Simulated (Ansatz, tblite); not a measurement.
# MoSe₂ with GFN2-xTB from a Python script

These are simulated results from tblite 0.8.0, not measurements. The cell was built from a prototype and was relaxed with r2SCAN+rVV10 in plane waves (Ansatz 0.2.0). Not every such cell is a known phase. All runs are without spin polarisation.

The symmetry is P6_3/mmc (No. 194, hexagonal); a = 3.305 Å, c = 13.088 Å in the conventional setting, 20.64 Å³ an atom. Mo has 6 Se at 2.53 Å; Se has 3 Mo at 2.53 Å.

tblite solves periodic systems at the zone centre alone, so the script builds a cluster of 3×3×1 conventional cells (54 atoms), which folds in a coarse mesh of k points.

Input script:

```python
import json
from ase import Atoms
from ase.build import make_supercell
from ase.units import Bohr, GPa, Hartree
from tblite.interface import Calculator

atoms = Atoms(['Mo', 'Mo', 'Se', 'Se', 'Se', 'Se'],
              cell=[[3.30539677, 0.0, 0.0], [-1.65269838, 2.86255757, 0.0], [0.0, 0.0, 13.08783085]],
              scaled_positions=[[0.333333333, 0.666666667, 0.25], [0.666666667, 0.333333333, 0.75], [0.666666667, 0.333333333, 0.376631423], [0.666666667, 0.333333333, 0.123368577], [0.333333333, 0.666666667, 0.876631423], [0.333333333, 0.666666667, 0.623368577]],
              pbc=True)
cluster = make_supercell(atoms, [[3, 0, 0], [0, 3, 0], [0, 0, 1]])
calc = Calculator('GFN2-xTB', cluster.numbers, cluster.positions / Bohr, lattice=cluster.cell[:] / Bohr, periodic=cluster.pbc)
calc.set('temperature', 0.02 / Hartree)
calc.set('max-iter', 150)
res = calc.singlepoint()
levels = res.get('orbital-energies') * Hartree
nv = round(res.get('orbital-occupations').sum() / 2)
cells = len(cluster) // len(atoms)
out = {'energy_per_cell': res.get('energy') * Hartree / cells, 'homo': levels[nv - 1], 'lumo': levels[nv],
       'stress': (-res.get('virial') * Hartree / cluster.get_volume() / GPa).tolist(), 'charges': res.get('charges')[:len(atoms)].tolist(), 'electrons': 2 * nv / cells}
json.dump(out, open('results.json', 'w'))
for key, value in out.items():
    print(key, value)
```

Command: `python run.py`. It took 10 s on 1 thread of Arm Neoverse N1 (shared host), peak memory 0.12 GiB.

Output:

```
------------------------------------------------------------
  cycle        total energy    energy error   density error
------------------------------------------------------------
      1     -144.6576925957  -1.4515993E+02   4.0520405E-01
      2     -98.42466643925   4.6233026E+01   1.1192864E+00
      3     -150.6662789079  -5.2241612E+01   4.8144659E-01
      4     -151.1991767606  -5.3289785E-01   3.9290935E-01
      5     -154.8631279315  -3.6639512E+00   1.7092283E-01
      6     -155.2118884083  -3.4876048E-01   5.6561298E-02
      7     -155.1995420360   1.2346372E-02   5.6494267E-02
      8     -155.2568898744  -5.7347838E-02   1.6047969E-02
      9     -155.2597419885  -2.8521141E-03   7.3542268E-03
     10     -155.2601816266  -4.3963808E-04   4.2636754E-03
     11     -155.2606239072  -4.4228059E-04   1.6176817E-03
     12     -155.2606269322  -3.0250619E-06   1.3715283E-03
     13     -155.2606378990  -1.0966799E-05   2.6887151E-04
     14     -155.2606384751  -5.7608563E-07   1.7406778E-04
     15     -155.2606384444   3.0721850E-08   9.1113130E-05
     16     -155.2606384780  -3.3580505E-08   9.1149792E-05
     17     -155.2606386011  -1.2310949E-07   3.2402817E-05
     18     -155.2606386119  -1.0826653E-08   2.0309021E-05
     19     -155.2606386198  -7.9382687E-09   7.5919592E-06
------------------------------------------------------------

 total:                                   9.066 sec
energy_per_cell -469.4285746527129
homo -8.405927822098294
lumo -7.183056863994097
stress [[0.8623383389984743, -5.655221684812287e-05, 8.30007548564928e-07], [-5.655221684843475e-05, 0.8622730437506758, -4.788718963704456e-07], [8.300075487171966e-07, -4.788718965579741e-07, 1.3616986301772511]]
charges [-0.06986098535308749, -0.06986098528740403, 0.03492951504441625, 0.03492984828831043, 0.034929848287555305, 0.03492951504368691]
electrons 36.0
```

The cycle table is in hartree for the whole cluster, and the lines after it are in eV (the energy for one cell). The printed stress is in GPa and positive in compression, and the pressure is its mean diagonal.

GFN2-xTB gives a gap of 1.22 eV. On the same cell, plane-wave PBE (Ansatz, 12×12×2 k points and the special points) gives a gap of 0.89 eV and r2SCAN a gap of 1.00 eV; on shared hosts these took about 26 and 64 core-seconds on the 6-atom cell, against 10 for the script. Semilocal gaps usually lie below measured ones. xTB was fitted to molecules, so gaps, charges and pressures of solids can be far off, and the gap also depends on the size of the cluster.

The same script was run on cells scaled at fixed shape and fractional coordinates:

| volume (Å³/atom) | energy (meV/atom) | pressure (GPa, positive in compression) | gap (eV) |
| --- | --- | --- | --- |
| 18.16 | 116.5 | 15.77 | 1.54 |
| 19.40 | 30.2 | 7.29 | 1.37 |
| 20.64 | 0.0 | 1.03 | 1.22 |
| 21.88 | 4.5 | -2.90 | 1.09 |
| 23.12 | 36.2 | -5.40 | 0.98 |

The pressure crosses zero near 21.0 Å³/atom, but the curve is too rough for a fit.

xTB was fitted mostly to molecules, and a small cluster samples few k points, so gaps, pressures and kinks along a curve can be far from a solid's.

The runs are scalar-relativistic, without spin-orbit coupling.
